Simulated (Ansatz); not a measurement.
## Zn interstitial in ZnS

All numbers below come from DFT PBE, scalar-relativistic, plane waves, PAW (Ansatz). Settings: 420 eV cutoff, 2×2×2 k-mesh, shifted by half a step, Gaussian smearing of 0.01 eV, collinear spin in charge +1 alone.

Host crystal, relaxed:

```
Zn S
1.0
     0.00000    2.72115    2.72115
     2.72115    0.00000    2.72115
     2.72115    2.72115    0.00000
Zn S
1 1
Direct
  0.00000 0.00000 0.00000
  0.25000 0.25000 0.25000
```

Supercell of 32 atoms, rows in host cell vectors: 1 1 -3; 1 1 1; 1 -3 1. Atoms relax at the host's cell, keeping the symmetry that the supercell leaves at the site. The cell is small, so energies carry finite-size errors of tenths of an eV. The host's Kohn–Sham gap is 2.02 eV. Atoms are taken from and returned to the elements' standard states. Charged cells are corrected for image charges with the computed static dielectric tensor (mean 9.4) and aligned with the host's potential at far atoms (alignment terms reach 0.37 eV; the program doubts the alignment in some charges, where it is up to 0.25 eV). No band-filling term is added, and the Fermi level counts from the host's valence band top.

Defect: Zn interstitial set at (0.750, 0.750, 0.750) of the host cell. Before relaxation its nearest neighbours are 4 Zn at 2.36 Å, 6 S at 2.72 Å.

| charge | E_f at the valence band top (eV) | over the neutral state (eV) | moment (μB) | largest move (Å) | atoms near the site |
| --- | --- | --- | --- | --- | --- |
| +2 | 0.37 | -3.10 | 0.00 | 0.24 | 4 Zn at 2.60 Å, 6 S at 2.67 Å |
| +1 | 1.72 | -1.75 | 1.00 | 0.18 | 4 Zn at 2.54 Å, 6 S at 2.75 Å |
| 0 | 3.47 | 0.00 | 0.00 | 0.12 | 4 Zn at 2.48 Å, 6 S at 2.84 Å |

Among the charges computed the stable one is +2 at the valence band top, changing to +1 at 1.36 eV, changing to 0 at 1.75 eV. Other sites of the defect weren't tried.